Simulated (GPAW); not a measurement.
## ZrO2: band structure with LDA

The system is ZrO2.

```
CELL_PARAMETERS angstrom
0.00000 2.54507 2.54507
2.54507 0.00000 2.54507
2.54507 2.54507 0.00000
ATOMIC_POSITIONS crystal
Zr 0.00000 0.00000 0.00000
O 0.75000 0.75000 0.75000
O 0.25000 0.25000 0.25000
```

Measurements of this composition are mostly on another form, of space group No. 14.

```json
{
  "Program": "GPAW 26.7.0",
  "Task": "band structure",
  "Functional": "LDA",
  "Potentials or basis": "the program's PAW data sets (release 1.2.1) made for this functional",
  "Cutoff": "800 eV",
  "Basis": "pw",
  "k mesh": "9 × 9 × 9",
  "Occupations": "fermi-dirac, width 0.05 eV",
  "Spin": "no spin polarisation",
  "Maxiter": "150",
  "Band path": "GXWKGLUWLK,UX",
  "Band points": "100"
}
```

| Quantity | Value |
| --- | --- |
| Pressure | -12.1 GPa |
| Band gap on the k mesh | 3.30 eV, indirect (least direct gap 3.79 eV) |
| Band gap along the path | 3.25 eV, indirect (least direct gap 3.66 eV) |

Levels at the corners of the path, in eV from the valence-band top:
| point | band 8 | band 9 | band 10 | band 11 | band 12 | band 13 | band 14 | band 15 | band 16 | band 17 |
| --- | --- | --- | --- | --- | --- | --- | --- | --- | --- | --- |
| Γ | -5.27 | -5.27 | -0.54 | -0.54 | -0.54 | 3.25 | 3.25 | 6.38 | 9.39 | 9.39 |
| X | -3.18 | -3.18 | -1.52 | -1.52 | 0.00 | 3.66 | 4.66 | 5.86 | 7.28 | 7.28 |
| W | -4.73 | -2.40 | -2.40 | -1.38 | -0.20 | 4.35 | 4.50 | 6.30 | 6.30 | 7.42 |
| K | -3.66 | -3.11 | -2.23 | -1.22 | -0.34 | 3.92 | 4.67 | 6.18 | 6.71 | 7.55 |
| Γ | -5.27 | -5.27 | -0.54 | -0.54 | -0.54 | 3.25 | 3.25 | 6.38 | 9.39 | 9.39 |
| L | -4.26 | -2.57 | -2.51 | -1.66 | -1.66 | 3.91 | 3.91 | 6.12 | 8.47 | 8.47 |
| U | -3.66 | -3.11 | -2.23 | -1.22 | -0.34 | 3.92 | 4.67 | 6.18 | 6.71 | 7.55 |
| W | -4.73 | -2.40 | -2.40 | -1.38 | -0.20 | 4.35 | 4.50 | 6.30 | 6.30 | 7.42 |
| L | -4.26 | -2.57 | -2.51 | -1.66 | -1.66 | 3.91 | 3.91 | 6.12 | 8.47 | 8.47 |
| K | -3.66 | -3.11 | -2.23 | -1.22 | -0.34 | 3.92 | 4.67 | 6.18 | 6.71 | 7.55 |
| U | -3.66 | -3.11 | -2.23 | -1.22 | -0.34 | 3.92 | 4.67 | 6.18 | 6.71 | 7.55 |
| X | -3.18 | -3.18 | -1.52 | -1.52 | 0.00 | 3.66 | 4.66 | 5.86 | 7.28 | 7.28 |

Run time: 64 s on 1 thread of Arm Neoverse V2, on a shared host, peak memory 0.34 GiB.

Expect the measured gap to be larger: semilocal functionals such as LDA lack the derivative discontinuity.
